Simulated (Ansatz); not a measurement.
# Pb (Fm-3m) in Ansatz: settings compared

The runs below take Pb through band structure, with LDA, PBE.

Program: Ansatz 0.2.0. These are calculated values, not measurements. Logs are shortened: lines on timing, memory, paths and dates and some standing lists are left out, and cuts for length are marked.

### 1 The structure

Symmetry: Fm-3m, No. 225, cubic system. The conventional cell has a = 4.950 Å, b = 4.950 Å, c = 4.950 Å, α = 90.00°, β = 90.00°, γ = 90.00°. Pb (site symmetry m-3m) is surrounded by 12 Pb at 3.50 Å.

### 2 Band structure, LDA

input.yaml

```yaml
crystal:
  lattice:
    - [0.0, 2.47502, 2.47502]
    - [2.47502, 0.0, 2.47502]
    - [2.47502, 2.47502, 0.0]
  atoms:
    - { symbol: Pb, position: [0.0, 0.0, 0.0] }
hamiltonian:
  xc: lda
  pseudopotentials: { kind: paw }
kpoints:
  mp_grid: { grid: [5, 5, 5] }
  band_path:
    path:
      - [[0.0, 0.0, 0.0], [0.5, 0.0, 0.5], [0.5, 0.25, 0.75], [0.375, 0.375, 0.75], [0.0, 0.0, 0.0], [0.5, 0.5, 0.5], [0.625, 0.25, 0.625], [0.5, 0.25, 0.75], [0.5, 0.5, 0.5], [0.375, 0.375, 0.75]]
      - [[0.625, 0.25, 0.625], [0.5, 0.0, 0.5]]
    npoints: 14
scf:
  occupations: { method: fermi_dirac, width: 0.05 }
  n_extra_bands: 6
output:
  forces: true
  stress: true
  eigenvalues: true
  fatbands: true
  write_density: true
  write_potential: true
  elf: true
  volumetric_format: npy
```

Potentials or basis: Ansatz PAW.

Run with:

```sh
ansatz run input.yaml --threads 2 --pin off --max-ram 5632MiB --backend cpu --events-out ev --progress --plain --runs-dir out
```

Log:

```text
Warning: RAYON_NUM_THREADS=2 ignored (pool sized by the plan → 2); use --threads N
scf.n_extra_bands = 6 over 7 filled bands (N_el = 14.0): the run solves 13 bands
Engine: ansatz 0.2.0, aarch64-unknown-linux-gnu
Pseudopotentials: kind: paw
Pseudopotential: Pb, paw, valence charge 14, recommended cutoff 420 eV (normal), Pb.paw.azcp
Functional definition: SPW92
  exchange = slater_x
  correlation = pw_c
Crystal: 1 atoms, lattice volume = 30.323 Å³
Basis set: ecut = 420 eV, 609 PW (Γ)
Bands: 13, of which v1, the nominal top of the filled ones, is band 7 counted from 1 (6 counted from 0)
Symmetry: 48 space group operations
Space group: Fm-3m (ITA 225), of the structure as read, at distance tolerance 3.1e-5 Å
k-points: 10 of 125
Non-local potential: Pb, projectors of the file, l = 0: 2, l = 1: 2, l = 2: 2, l = 3: 2
PAW form: soft (Blöchl's): semilocal exchange-correlation on the pseudo side does not see the compensation charge
PAW frozen core: Pb, regenerated for the run's functional, and the local potential with it (the file was generated under x = pbe(κ = 0.804, μ = 0.2195149727645171), c = pbe(β = 0.06672455060314922))
PAW one-centre angular grid: Pb, 590 points (default); XC on 64 Gauss nodes
Initial density: superposition of atomic densities (neutral atoms: chi_scale 0, normalization atom), corrected by the library's trained network
Initial wavefunctions: pseudopotential atomic-orbital guess
Functional: x = slater, c = lda
SCF iter   1: F=—  HF=-11602.319245 eV  |F-HF|=—  |Δ(HF+E_count)|=         —  Δρ=4.39e-3  dr2=3.51e-3  ethr=1.77e-3  ⟨swp⟩=6.1  Hψ=837  notcnv=0
preconditioner: auto → none  [insulator: Δε(μ)=0.512 eV  Ē_g=22.542 eV  σ=0.050 eV  W_gap=0.63  n_scr=8 (ndim 8)  ℏωp=25.2 eV  f_vac=0.000  D(μ)=1.81/eV (n_scr^D=14)  ε∞_Penn≈2.3]
SCF iter   2: F=—  HF=-11602.317428 eV  |F-HF|=—  |Δ(HF+E_count)|=   1.82e-3  Δρ=1.24e-3  dr2=2.64e-4  ethr=2.50e-5  ⟨swp⟩=2.3  Hψ=276  notcnv=0  defer=10
SCF iter   3: F=—  HF=-11602.317380 eV  |F-HF|=—  |Δ(HF+E_count)|=   4.75e-5  Δρ=1.74e-4  dr2=9.98e-6  ethr=1.88e-6  ⟨swp⟩=2.7  Hψ=183  notcnv=0  defer=10
SCF iter   4: F=—  HF=-11602.317382 eV  |F-HF|=—  |Δ(HF+E_count)|=   1.41e-6  Δρ=6.79e-5  dr2=1.56e-6  ethr=7.13e-8  ⟨swp⟩=2.1  Hψ=168  notcnv=0  defer=10
iter 5 did not close the SCF: its close was put off for the readings that it lacked (scf_convergence_deferred on its scf_iter line)
SCF iter   5: F=-11602.317381 eV  HF=-11602.317381 eV  |F-HF|=2.35e-8  |Δ(HF+E_count)|=   8.34e-7  Δρ=8.35e-6  dr2=2.34e-8  ethr=1.11e-8  ⟨swp⟩=2.1  Hψ=175  notcnv=0  defer=10
SCF iter   6: F=-11602.317381 eV  HF=-11602.317381 eV  |F-HF|=3.64e-12  |Δ(HF+E_count)|=   9.87e-9  Δρ=2.98e-7  dr2=1.19e-11  ethr=1.67e-10  ⟨swp⟩=9.4  Hψ=821  notcnv=0
SCF 1 converged in 6 iterations: F = -11602.317381 eV  dr2 = 1.19e-11
NSCF: frozen V_eff on 142 k-points
SCF converged after 6 iterations
Free energy (F): -11602.317381 eV
Harris-Foulkes:  -11602.317381 eV  (|F-HF|=3.64e-12)
Internal energy: -11602.304499 eV  (E = F + TS)
E sigma→0 (E₀):  -11602.310940 eV
Entropy (-TS):   -0.012882 eV (-12.882 meV/atom)
Fermi energy:    10.300608 eV
--- Per-component energies (eV) ---
  E_band       = -41.113133
  E_kinetic    = 289.577015
  E_local      = -1019.210349  (includes V_loc(G=0)·N_el)
  E_nonlocal   = 353.672410
  E_hartree    = 402.626250
  E_xc         = -219.192741
  E_vxc        = -133.606897  (∫ρ·V_xc dr)
  E_paw        = -10102.639664  (= ΣΔE_a)
  E_vpaw       = -336.797881  (= ΣTr[D̂ρ^β])
  E_aug_tail   = 0.000049  (compensation charges beyond the density's cutoff)
  E_ewald      = -1307.059754
  E_core_change = -0.077714  (= ΣΔE_core)
  E_smearing   = -0.012882  (= −TS)
  E_closure    = 0.000000  (closes the sum)
  Σ components = -11602.317381   (vs F -11602.317381, Δ=0.00e0)
--- Forces (eV/Å), atoms counted from 1 ---
  atom   1  Pb    -0.00000000     0.00000000    -0.00000000
  max |Σ_I F_I| component: 2.76e-30 eV/Å
--- Stress (GPa, compression-positive) ---
       -2.534335       0.000000       0.000000
        0.000000      -2.534335       0.000000
       -0.000000      -0.000000      -2.534335
  P = ⅓ Tr σ = -2.5343 GPa (-25.343 kbar)
--- Band table (eV; the first three rows and the last of 10) ---
  k-point 0: bands = ["-6.3915", "-6.3915", "-6.3915", "-6.2491", "-6.2491", "-1.2001", "17.9224", "17.9224", "17.9224", "20.4401", "21.9938", "23.1245", "23.1245"]
  k-point 1: bands = ["-6.3957", "-6.3565", "-6.3565", "-6.2347", "-6.2347", "-0.4330", "12.8253", "17.1773", "17.1773", "19.7481", "22.8038", "23.4555", "23.4555"]
  k-point 2: bands = ["-6.4163", "-6.3738", "-6.3738", "-6.1341", "-6.1341", "1.6692", "7.5348", "16.2395", "16.2395", "19.6798", "20.6400", "22.0368", "22.0368"]
  k-point 9: bands = ["-6.3952", "-6.3835", "-6.2722", "-6.1767", "-6.1128", "3.2105", "8.7624", "10.2748", "12.1694", "20.3680", "21.4760", "22.9045", "26.6420"]
```

Run time: 1.4 s. Hardware: 2 threads of Arm Neoverse V1, shared host; peak memory 0.27 GiB.

Results:

```yaml
Free_energy: -11602.3174 eV
Pressure: -2.5 GPa
Band_gap_on_the_k_mesh: none (metal or under the smearing width)
```

Levels at the corners of the path, in eV from the Fermi level:
```
point  band 3  band 4  band 5  band 6  band 7  band 8  band 9  band 10  band 11  band 12
    Γ  -16.69  -16.55  -16.55  -11.50    7.62    7.62    7.62    10.14    11.69    12.82
    X  -16.42  -16.38  -16.38   -6.51   -2.98    2.30    2.30     5.76     7.04    18.44
    W  -16.63  -16.50  -16.38   -6.42   -1.08   -1.08    0.58    11.16    12.50    12.50
    K  -16.48  -16.48  -16.42   -6.60   -1.99   -0.92    3.23     6.85    11.68    16.50
    Γ  -16.69  -16.55  -16.55  -11.50    7.62    7.62    7.62    10.14    11.69    12.82
    L  -16.68  -16.41  -16.41   -7.91   -3.90    5.80    5.80     9.62     9.82    11.55
    U  -16.48  -16.48  -16.42   -6.60   -1.99   -0.92    3.23     6.85    11.68    16.50
    W  -16.63  -16.50  -16.38   -6.42   -1.08   -1.08    0.58    11.16    12.50    12.50
    L  -16.68  -16.41  -16.41   -7.91   -3.90    5.80    5.80     9.62     9.82    11.55
    K  -16.48  -16.48  -16.42   -6.60   -1.99   -0.92    3.23     6.85    11.68    16.50
    U  -16.48  -16.48  -16.42   -6.60   -1.99   -0.92    3.23     6.85    11.68    16.50
    X  -16.42  -16.38  -16.38   -6.51   -2.98    2.30    2.30     5.76     7.04    18.44
```

Caveat: the k mesh is coarse (spacing up to 0.44 Å⁻¹), so the values aren't converged; spin-orbit coupling is left out, which moves the levels of the heavy elements; the PAW data sets come from PBE, with cores solved anew for the run's functional, which leaves a small shift of forces and pressure.

### 3 Band structure, PBE

input.yaml: that of step 2 with these lines changed.

```diff
@@ -8,3 +8,3 @@
 hamiltonian:
-  xc: lda
+  xc: pbe
   pseudopotentials: { kind: paw }
@@ -24,6 +24,2 @@
   eigenvalues: true
-  fatbands: true
-  write_density: true
-  write_potential: true
-  elf: true
-  volumetric_format: npy
+  fatbands: false
```

Potentials or basis: Ansatz PAW.

Run with:

```sh
ansatz run input.yaml --threads 2 --pin off --max-ram 5632MiB --backend cpu --events-out ev --progress --plain --runs-dir out
```

Log:

```text
Warning: RAYON_NUM_THREADS=2 ignored (pool sized by the plan → 2); use --threads N
scf.n_extra_bands = 6 over 7 filled bands (N_el = 14.0): the run solves 13 bands
[... 3 set-up lines as earlier in the session ...]
Functional definition: PBE
  parameter kappa = 0.804
  parameter beta = 0.06672455060314922
  exchange = pbe_x(kappa = kappa, mu = beta*pi^2/3)
  correlation = pbe_c(beta = beta)
Crystal: 1 atoms, lattice volume = 30.323 Å³
Basis set: ecut = 420 eV, 609 PW (Γ), exchange–correlation on 48×48×48 points (8 copies of the dense FFT grid, shifted against one another)
Bands: 13, of which v1, the nominal top of the filled ones, is band 7 counted from 1 (6 counted from 0)
[... 2 set-up lines as earlier in the session ...]
k-points: 10 of 125
[... 5 set-up lines as earlier in the session ...]
Functional: x = pbe(κ = 0.804, μ = 0.2195149727645171), c = pbe(β = 0.06672455060314922)
SCF iter   1: F=—  HF=-11906.375035 eV  |F-HF|=—  |Δ(HF+E_count)|=         —  Δρ=4.66e-4  dr2=3.72e-5  ethr=1.77e-3  ⟨swp⟩=6.1  Hψ=836  notcnv=0
preconditioner: auto → none  [insulator: Δε(μ)=0.541 eV  Ē_g=22.633 eV  σ=0.050 eV  W_gap=0.63  n_scr=8 (ndim 8)  ℏωp=25.2 eV  f_vac=0.000  D(μ)=1.81/eV (n_scr^D=14)  ε∞_Penn≈2.2]
SCF iter   2: F=—  HF=-11906.374643 eV  |F-HF|=—  |Δ(HF+E_count)|=   3.92e-4  Δρ=2.81e-4  dr2=2.19e-5  ethr=2.66e-7  ⟨swp⟩=2.8  Hψ=309  notcnv=0  defer=5
SCF iter   3: F=—  HF=-11906.374643 eV  |F-HF|=—  |Δ(HF+E_count)|=   3.62e-8  Δρ=1.54e-4  dr2=4.35e-6  ethr=1.57e-7  ⟨swp⟩=2.0  Hψ=179  notcnv=0  defer=5
SCF iter   4: F=—  HF=-11906.374644 eV  |F-HF|=—  |Δ(HF+E_count)|=   1.12e-6  Δρ=6.97e-5  dr2=2.10e-6  ethr=3.11e-8  ⟨swp⟩=1.0  Hψ=111  notcnv=0  defer=5
SCF iter   5: F=—  HF=-11906.374643 eV  |F-HF|=—  |Δ(HF+E_count)|=   1.23e-6  Δρ=2.04e-5  dr2=1.89e-7  ethr=1.50e-8  ⟨swp⟩=2.7  Hψ=201  notcnv=0  defer=5
SCF iter   6: F=-11906.374643 eV  HF=-11906.374643 eV  |F-HF|=1.83e-8  |Δ(HF+E_count)|=   1.15e-7  Δρ=5.71e-6  dr2=1.43e-8  ethr=7.14e-10  ⟨swp⟩=7.6  Hψ=587  notcnv=0
SCF 1 converged in 6 iterations: F = -11906.374643 eV  dr2 = 1.43e-8
NSCF: frozen V_eff on 142 k-points
SCF converged after 6 iterations
Free energy (F): -11906.374643 eV
Harris-Foulkes:  -11906.374643 eV  (|F-HF|=1.83e-8)
Internal energy: -11906.361792 eV  (E = F + TS)
E sigma→0 (E₀):  -11906.368217 eV
Entropy (-TS):   -0.012851 eV (-12.851 meV/atom)
Fermi energy:    10.671813 eV
--- Per-component energies (eV) ---
  E_band       = -36.868945
  E_kinetic    = 289.079730
  E_local      = -1014.949192  (includes V_loc(G=0)·N_el)
  E_nonlocal   = 349.624757
  E_hartree    = 403.496227
  E_xc         = -220.755345
  E_vxc        = -132.490997  (∫ρ·V_xc dr)
  E_paw        = -10405.798265  (= ΣΔE_a)
  E_vpaw       = -335.121144  (= ΣTr[D̂ρ^β])
  E_aug_tail   = 0.000051  (compensation charges beyond the density's cutoff)
  E_ewald      = -1307.059754
  E_smearing   = -0.012851  (= −TS)
  E_closure    = -0.000000  (closes the sum)
  Σ components = -11906.374643   (vs F -11906.374643, Δ=0.00e0)
--- Forces (eV/Å), atoms counted from 1 ---
  atom   1  Pb     0.00000000     0.00000000    -0.00000000
  max |Σ_I F_I| component: 8.22e-32 eV/Å
--- Stress (GPa, compression-positive) ---
        1.908215      -0.000000       0.000000
        0.000000       1.908215      -0.000000
        0.000000      -0.000000       1.908215
  P = ⅓ Tr σ = 1.9082 GPa (19.082 kbar)
--- Band table (eV; the first three rows and the last of 10) ---
  k-point 0: bands = ["-6.1289", "-6.1289", "-6.1289", "-5.9893", "-5.9893", "-0.7865", "18.3807", "18.3807", "18.3807", "20.7166", "22.3133", "23.4397", "23.4397"]
  k-point 1: bands = ["-6.1330", "-6.0945", "-6.0945", "-5.9749", "-5.9749", "-0.0160", "13.2253", "17.6245", "17.6245", "20.0376", "23.1127", "23.7849", "23.7849"]
  k-point 2: bands = ["-6.1527", "-6.1119", "-6.1119", "-5.8754", "-5.8754", "2.1038", "7.9064", "16.6850", "16.6850", "19.9700", "20.9411", "22.3442", "22.3442"]
  k-point 9: bands = ["-6.1327", "-6.1217", "-6.0113", "-5.9177", "-5.8541", "3.6696", "9.1430", "10.6460", "12.5333", "20.7156", "21.7893", "23.2278", "26.9930"]
```

Run time: 0.99 s. Hardware: 2 threads of Arm Neoverse V1, shared host; peak memory 0.27 GiB.

What came out:

```
Free energy            : -11906.3746 eV
Pressure               : 1.9 GPa
Band gap on the k mesh : none (metal or under the smearing width)
```

Levels at the corners of the path, in eV from the Fermi level:
| point | band 5 | band 6 | band 7 | band 8 | band 9 | band 10 |
| --- | --- | --- | --- | --- | --- | --- |
| Γ | -16.66 | -11.46 | 7.71 | 7.71 | 7.71 | 10.04 |
| X | -16.49 | -6.41 | -2.98 | 2.34 | 2.34 | 5.67 |
| W | -16.49 | -6.31 | -1.08 | -1.08 | 0.56 | 11.15 |
| K | -16.53 | -6.50 | -1.99 | -0.94 | 3.27 | 6.76 |
| Γ | -16.66 | -11.46 | 7.71 | 7.71 | 7.71 | 10.04 |
| L | -16.53 | -7.83 | -3.92 | 5.87 | 5.87 | 9.53 |
| U | -16.53 | -6.50 | -1.99 | -0.94 | 3.27 | 6.76 |
| W | -16.49 | -6.31 | -1.08 | -1.08 | 0.56 | 11.15 |
| L | -16.53 | -7.83 | -3.92 | 5.87 | 5.87 | 9.53 |
| K | -16.53 | -6.50 | -1.99 | -0.94 | 3.27 | 6.76 |
| U | -16.53 | -6.50 | -1.99 | -0.94 | 3.27 | 6.76 |
| X | -16.49 | -6.41 | -2.98 | 2.34 | 2.34 | 5.67 |

Caveat: the k mesh is coarse (spacing up to 0.44 Å⁻¹), so the values aren't converged; spin-orbit coupling is left out, which moves the levels of the heavy elements.
